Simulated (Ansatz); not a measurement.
# GaN: the cost of one run

Computed with Ansatz 0.2.0 (DFT PBEsol, frozen-core PAW, scalar-relativistic unless said, unless a step's input says otherwise).

### 1 Starting point

The structure is cubic, space group F-43m (No. 216). Conventional cell: a = 4.507 Å, b = 4.507 Å, c = 4.507 Å, α = 90.00°, β = 90.00°, γ = 90.00°. Ga (site symmetry -43m) has 4 N at 1.95 Å as nearest neighbours. N (site symmetry -43m) is surrounded by 4 Ga at 1.95 Å.

Coordinates:

```
Ga N
1.0
     2.25350    2.25350    0.00000
    -2.25350    2.25350    0.00000
     0.00000    2.25350    2.25350
Ga N
1 1
Direct
  0.00000 0.00000 0.00000
  0.25000 0.75000 0.50000
```

Cartesian axes are those of the input's lattice vectors. The structure goes back to a database entry.

### 2 Cell and atoms relaxed, PAW

input.yaml reads:

```yaml
crystal:
  lattice:
    - [2.2535006075, 2.2535006075, 0.0]
    - [-2.2535006075, 2.2535006075, 0.0]
    - [0.0, 2.2535006075, 2.2535006075]
  atoms:
    - { symbol: Ga, position: [0.0, 0.0, 0.0] }
    - { symbol: "N", position: [0.25, 0.75, 0.5] }
kpoints:
  mp_grid: { grid: [14, 14, 14] }
scf:
  occupations: { method: fermi_dirac, width: 0.1 }
hamiltonian:
  xc: pbesol
  pseudopotentials: { kind: paw }
relax:
  f_tol: 0.002
  max_steps: 80
  cell: {}
output:
  forces: true
  stress: true
  write_density: true
  write_potential: true
  elf: true
  volumetric_format: npy
```

Run with:

```
ansatz run input.yaml --threads 2 --pin off --max-ram 5120MiB --backend cpu --events-out ev --progress --plain --runs-dir out
```

What time and memory should one allow on 2 threads of Arm Neoverse V1, shared host?

About 7.7 s, with a peak of 0.34 GiB.
